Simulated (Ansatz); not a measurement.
AlNi, DFT, PBE, all-electron PAW with datasets made for the crystal, scalar-relativistic (Ansatz 0.2.0), run on 1 thread of Arm Neoverse V1 on a shared host.

The cell is COD entry 9008802, as deposited and not checked against the literature; nothing was relaxed. The listed cell was then made from it by scaling, straining or moving an atom.

Command: `ansatz run input.yaml --threads 1 --pin off --max-ram 3072MiB --backend cpu --events-out ev --progress --plain --runs-dir out`

```yaml
crystal:
  lattice:
    - [2.79457, 0.0, 0.0]
    - [0.0, 2.79457, 0.0]
    - [0.0, 0.0, 2.881]
  atoms:
    - { symbol: Al, position: [0.0, 0.0, 0.0] }
    - { symbol: Ni, position: [0.5, 0.5, 0.5], spin: 1.5 }
magnetization:
  spin_polarized: true
kpoints:
  mp_grid: { grid: [13, 13, 13] }
scf:
  occupations: { method: fermi_dirac, width: 0.05 }
hamiltonian:
  xc: pbe
  pseudopotentials: { kind: all_electron, datasets: crystal }
output:
  forces: true
  stress: true
  eigenvalues: true
  efg: { contact_densities: true }
```

**Question.** How large is the problem that the program sets up?

**Answer.** 196 irreducible k-points, 251 plane waves at Γ, 20 bands.

**Question.** Estimate the wall time and the peak memory.

**Answer.** 53 s of wall time for 8 SCF iterations, with a peak of 0.85 GiB. Times on shared machines scatter by tens of per cent.

**Question.** And the same cell and mesh by PAW (frozen-core files), asked for forces, stress, eigenvalues, efg, on the same hardware?

**Answer.** 12 s, peak memory 0.45 GiB.
